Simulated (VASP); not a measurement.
# SnSe (Pm-3m) in VASP: notebook, part 2 of 2

VASP 6.6.1.

**4. Relaxation of cell and atoms, PBEsol**

File INCAR:

```
ALGO     = Normal         # electronic algorithm
EDIFF    = 1E-6           # SCF threshold, eV
EDIFFG   = -0.01          # ionic threshold
ENCUT    = 600            # plane-wave cutoff, eV
GGA      = PS             # functional
IBRION   = 2              # ionic algorithm
ISIF     = 3              # what is computed and relaxed
ISMEAR   = 0              # smearing method
LASPH    = T              # aspherical terms in the spheres
LCHARG   = F              # write CHGCAR
LREAL    = F              # projectors in reciprocal space
LWAVE    = F              # write WAVECAR
NELM     = 80             # most SCF steps
NSW      = 90             # ionic steps
PREC     = Accurate       # precision mode
SIGMA    = 0.03           # smearing width, eV
```

File KPOINTS:

```
k-points
0
Gamma
  8 8 8
```

File POSCAR:

```
SnSe
1.0
    3.1821000000      0.0000000000      0.0000000000
    0.0000000000      3.1821000000      0.0000000000
    0.0000000000      0.0000000000      3.1821000000
Sn Se
1 1
Direct
    0.5000000000      0.5000000000      0.5000000000
    0.0000000000      0.0000000000      0.0000000000
```

Potentials or basis: VASP PAW PBE potentials, release 64 (Sn_d, Se).

Command:

```bash
$ cat potpaw_PBE.64/Sn_d/POTCAR potpaw_PBE.64/Se/POTCAR > POTCAR
$ mpirun -np 1 vasp_std > vasp.out
```

OUTCAR:

```text
EDIFF = 1E-6
   EDIFFG = -0.01
   ENCUT = 600
   GGA = PS
   IBRION = 2
   ISIF = 3
   ISMEAR = 0
   LASPH = T
   LREAL = F
   NELM = 80
   NSW = 90
   PREC = Accurate

 ion  position               nearest neighbor table
   1  0.500  0.500  0.500-   2 2.76   2 2.76   2 2.76   2 2.76   2 2.76   2 2.76   2 2.76   2 2.76

   2  0.000  0.000  0.000-   1 2.76   1 2.76   1 2.76   1 2.76   1 2.76   1 2.76   1 2.76   1 2.76

  LATTYP: Found a simple cubic cell.
 ALAT       =     3.1821000000

  Lattice vectors:

 A1 = (   3.1821000000,   0.0000000000,   0.0000000000)
 A2 = (   0.0000000000,   3.1821000000,   0.0000000000)
 A3 = (   0.0000000000,   0.0000000000,   3.1821000000)

Analysis of symmetry for initial positions (statically):
=====================================================================
 Subroutine PRICEL returns:
 Original cell was already a primitive cell.

 Routine SETGRP: Setting up the symmetry group for a
 simple cubic supercell.

 Subroutine GETGRP returns: Found 48 space group operations
 (whereof 48 operations were pure point group operations)
 out of a pool of 48 trial point group operations.

The static configuration has the point symmetry O_h .

Analysis of symmetry for dynamics (positions and initial velocities):
=====================================================================
 Subroutine PRICEL returns:
 Original cell was already a primitive cell.

 Routine SETGRP: Setting up the symmetry group for a
 simple cubic supercell.

 Subroutine GETGRP returns: Found 48 space group operations
 (whereof 48 operations were pure point group operations)
 out of a pool of 48 trial point group operations.

The dynamic configuration has the point symmetry O_h .

 Subroutine INISYM returns: Found 48 space group operations
 (whereof 48 operations are pure point group operations),
 and found     1 'primitive' translations

----------------------------------------------------------------------------------------

                                     Primitive cell

  volume of cell :      32.2212

  direct lattice vectors                    reciprocal lattice vectors
     3.182100000  0.000000000  0.000000000     0.314257880  0.000000000  0.000000000
     0.000000000  3.182100000  0.000000000     0.000000000  0.314257880  0.000000000
     0.000000000  0.000000000  3.182100000     0.000000000  0.000000000  0.314257880

  length of vectors
     3.182100000  3.182100000  3.182100000     0.314257880  0.314257880  0.314257880

  position of ions in fractional coordinates (direct lattice)
     0.500000000  0.500000000  0.500000000
     0.000000000  0.000000000  0.000000000

  ion indices of the primitive-cell ions
   primitive index   ion index
                 1           1
                 2           2

----------------------------------------------------------------------------------------

 KPOINTS: k-points

Automatic generation of k-mesh.
 Grid dimensions read from file:
 generate k-points for:    8    8    8

 Generating k-lattice:

  Cartesian coordinates                     Fractional coordinates (reciprocal lattice)
     0.039282235  0.000000000  0.000000000     0.125000000  0.000000000  0.000000000
     0.000000000  0.039282235  0.000000000     0.000000000  0.125000000  0.000000000
     0.000000000  0.000000000  0.039282235     0.000000000  0.000000000  0.125000000

  Length of vectors
     0.039282235  0.039282235  0.039282235

  Shift w.r.t. Gamma in fractional coordinates (k-lattice)
     0.000000000  0.000000000  0.000000000

 Subroutine IBZKPT returns following result:
 ===========================================

 Found     35 irreducible k-points:

 Following reciprocal coordinates:
            Coordinates               Weight
  0.000000  0.000000  0.000000      1.000000
  0.125000  0.000000  0.000000      6.000000
  0.250000  0.000000  0.000000      6.000000
  0.375000  0.000000  0.000000      6.000000
  0.500000  0.000000  0.000000      3.000000
  0.125000  0.125000  0.000000     12.000000
[... 16 lines left out ...]
  0.375000  0.375000  0.125000     24.000000
  0.500000  0.375000  0.125000     24.000000
 [... further k-points ...]
   k-points           NKPTS =     35   k-points in BZ     NKDIM =     35   number of bands    NBANDS=     14
   number of dos      NEDOS =    301   number of ions     NIONS =      2
   total plane-waves  NPLWV =  21952
   dimension x,y,z NGX =    28 NGY =   28 NGZ =   28
   dimension x,y,z NGXF=    56 NGYF=   56 NGZF=   56
   ions per type =               1   1
   NGX,Y,Z   is equivalent  to a cutoff of  14.63, 14.63, 14.63 a.u.
   NGXF,Y,Z  is equivalent  to a cutoff of  29.26, 29.26, 29.26 a.u.
 SYSTEM =  unknown system
   PREC   = accura    normal or accurate (medium, high low for compatibility)
   ISTART =      0    job   : 0-new  1-cont  2-samecut
   ICHARG =      2    charge: 1-file 2-atom 10-const
   ISPIN  =      1    spin polarized calculation?
   LNONCOLLINEAR =      F non collinear calculations
   LSORBIT =      F    spin-orbit coupling
   LASPH  =      T    aspherical Exc in radial PAW
   ENCUT  =  600.0 eV  44.10 Ry    6.64 a.u.   6.36  6.36  6.36*2*pi/ulx,y,z
   NELM   =     80;   NELMIN=  2; NELMDL= -5     # of ELM steps
   EDIFF  = 0.1E-05   stopping-criterion for ELM
   LREAL  =      F    real-space projection
   EDIFFG = -.1E-01   stopping-criterion for IOM
   NSW    =     90    number of steps for IOM
   IBRION =      2    ionic relax: 0-MD 1-quasi-New 2-CG
   NFREE  =      1    steps in history (QN), initial steepest desc. (CG)
   ISIF   =      3    stress and relaxation
   ISYM   =      2    0-nonsym 1-usesym 2-fastsym
   POTIM  = 0.5000    time-step for ionic-motion
   TEBEG  =    0.0;   TEEND  =   0.0 temperature during run
   PSTRESS=    0.0 pullay stress
   NELECT =      20.0000    total number of electrons
   NUPDOWN=      -1.0000    fix difference up-down
   EMIN   =  10.00;   EMAX   =-10.00  energy-range for DOS
   EFERMI =   0.00;   METHOD = LEGACY
   ISMEAR =     0;   SIGMA  =   0.03  broadening in eV -4-tet -1-fermi 0-gaus
   EFERMI_NEDOS =   21; number of points for ismear=-14 and -15
   IALGO  =     38    algorithm
   IMIX   =      4    mixing-type and parameters
     AMIX     =   0.40;   BMIX     =  1.00
     AMIX_MAG =   1.60;   BMIX_MAG =  1.00
  volume/ion in A,a.u.               =      16.11       108.72
  Fermi-wavevector in a.u.,A,eV,Ry     =   1.396489  2.638982 26.533849  1.950183
  Thomas-Fermi vector in A             =   2.519839
   LORBIT       =      0    0 simple, 1 ext, 2 COOP (PROOUT), +10 PAW based schemes
   GGA     = PS    functional components
   LHFCALC =     F    Hartree Fock is set to
   AEXX    =    0.0000 exact exchange contribution
   IVDW    =     0    specifies the selected vdW correction
   LEPSILON=     F    determine dielectric tensor
   LRPA    =     F    only Hartree local field effects (RPA)
 conjugate gradient relaxation of ions
 non-spin polarized calculation
 Gauss-broadening in eV      SIGMA  =   0.03
  energy-cutoff  :      600.00
  volume of cell :       32.22
 maximum number of plane-waves:      1108
 NGX is ok and might be reduce to    28
   NGX = 13   NGY = 13   NGZ = 13

--------------------------------------- Ionic step        1  -------------------------------------------

 number of electron      20.0000008 magnetization

 Free energy of the ion-electron system (eV)
  ---------------------------------------------------
  ext. energy  EPLUGINS =         0.00000000
  ---------------------------------------------------
  free energy    TOTEN  =        -6.90266990 eV

  energy without entropy =       -6.90231659  energy(sigma->0) =       -6.90249324

 E-fermi :  12.6209     XC(G=0): -12.4803

 val. band max:       12.5875628118   @ k =   0.3750   0.3750   0.2500
 cond. band min:      12.6909719225   @ k =   0.3750   0.2500   0.2500
 fundamental gap:      0.1034091107
 Fermi energy:        12.6208749899

 k-point     1 :       0.0000    0.0000    0.0000
  band No.  band energies     occupation
      1      -9.6296      2.00000
      2      -9.6296      2.00000
      3      -9.3340      2.00000
      4      -9.3340      2.00000
      5      -9.3340      2.00000
      6      -5.4420      2.00000
      7       8.1682      2.00000
      8       8.9421      2.00000
      9       8.9421      2.00000
     10       8.9421      2.00000
     11      15.5256      0.00000
     12      15.5256      0.00000
[... 951 lines left out ...]
  energy  without entropy=       -8.5424649788  energy(sigma->0) =       -8.54287670

--------------------------------------- Ionic step        5  -------------------------------------------

 number of electron      19.9999994 magnetization

 Free energy of the ion-electron system (eV)
  ---------------------------------------------------
  ext. energy  EPLUGINS =         0.00000000
  ---------------------------------------------------
  free energy    TOTEN  =        -8.54349253 eV

  energy without entropy =       -8.54297869  energy(sigma->0) =       -8.54323561

 E-fermi :   6.7562     XC(G=0): -10.6073

 val. band max:        6.7335116551   @ k =   0.3750   0.3750   0.3750
 cond. band min:       6.7904755607   @ k =   0.3750   0.1250   0.0000
 fundamental gap:      0.0569639056
 Fermi energy:         6.7562187123

 k-point     1 :       0.0000    0.0000    0.0000
  band No.  band energies     occupation
      1     -14.6946      2.00000
      2     -14.6946      2.00000
      3     -14.6042      2.00000
      4     -14.6042      2.00000
      5     -14.6042      2.00000
      6      -7.3403      2.00000
      7       1.1408      2.00000
      8       4.7409      2.00000
      9       4.7409      2.00000
     10       4.7409      2.00000
     11      10.9832      0.00000
     12      13.2138      0.00000
[... 422 lines left out ...]
  FREE ENERGIE OF THE ION-ELECTRON SYSTEM (eV)
  ---------------------------------------------------
  free  energy   TOTEN  =        -8.5434925261 eV

  energy  without entropy=       -8.5429786917  energy(sigma->0) =       -8.54323561

 reached required accuracy - stopping structural energy minimisation
```

It took 30 s on 1 thread of Intel Xeon 6975P-C (Granite Rapids), shared host; peak memory 0.17 GiB.

What came out:

* Free energy: -8.5435 eV
* Relaxed volume: 23.46 Å³/atom
* Relaxed cell: a = 3.607 Å, b = 3.607 Å, c = 3.607 Å, α = 90.00°, β = 90.00°, γ = 90.00°
* Space group after relaxing (to 0.05 Å): Pm-3m (No. 221)
* Energy gained by relaxing: 820.4 meV/atom
* Ionic steps: 5
* Pressure after relaxing: 0.0 GPa
* Band gap on the k mesh: none (metal or under the smearing width)

The path:
```
step  energy change (eV)  largest force (eV/Å)  pressure (GPa)  volume (Å³)
   1              0.0000                0.0000           51.75        32.22
   2             -1.0422                0.0000           -9.38        63.09
   3             -1.6408                0.0000            0.09        46.83
   4             -1.6406                0.0000           -0.27        47.16
   5             -1.6408                0.0000           -0.03        46.92
```

Final structure:
```xyz
2
Lattice="3.6068 0.0000 0.0000 0.0000 3.6068 0.0000 0.0000 0.0000 3.6068" Properties=species:S:1:pos:R:3 pbc="T T T"
Sn    1.8034    1.8034    1.8034
Se    0.0000    0.0000    3.6068
```

Levels at points of the mesh, in eV from the Fermi level:
| k point | band 7 | band 8 | band 9 | band 10 | band 11 | band 12 | band 13 | band 14 |
| --- | --- | --- | --- | --- | --- | --- | --- | --- |
| (0.00, 0.00, 0.00) | -5.62 | -2.02 | -2.02 | -2.02 | 4.23 | 6.46 | 6.46 | 6.46 |
| (0.50, 0.00, 0.00) | -8.69 | -0.63 | -0.63 | -0.08 | 0.62 | 3.17 | 3.17 | 6.21 |
| (0.50, 0.50, 0.00) | -6.15 | -5.37 | -5.37 | -0.18 | 4.29 | 4.29 | 5.00 | 6.51 |
| (0.50, 0.50, 0.50) | -4.37 | -3.24 | -3.24 | -3.24 | -1.29 | -1.29 | -1.29 | 14.54 |

Caveat: the volume moved by over 15 % at a fixed basis, so the end points are rough; the PAW data sets were made with another functional, which shifts forces and pressure a little.

**5. Summary**

```csv
task,level,cell,gap on the mesh (eV),pressure (GPa)
relaxation of the atoms,PBE,atoms relaxed from: a relaxed cell with its volume scaled by 1.04,none,-1.8
relaxation of the atoms,PBE,atoms relaxed from: a relaxed cell with its volume scaled by 1.06,none,-2.5
relaxation of cell and atoms,PBEsol,relaxed,none,0.0
```

Alike in all rows: potentials or basis VASP PAW PBE potentials, release 64 (Sn_d, Se); no spin polarisation; k mesh 8 × 8 × 8; cutoff (eV) 600; smearing gaussian 0.03 eV.

Caveats: the relaxation stopped at its first step, so nothing moved (some runs); the volume moved by over 15 % at a fixed basis, so the end points are rough (some runs); the PAW data sets were made with another functional, which shifts forces and pressure a little (some runs).

Absolute energies hang on the potentials; compare differences alone.
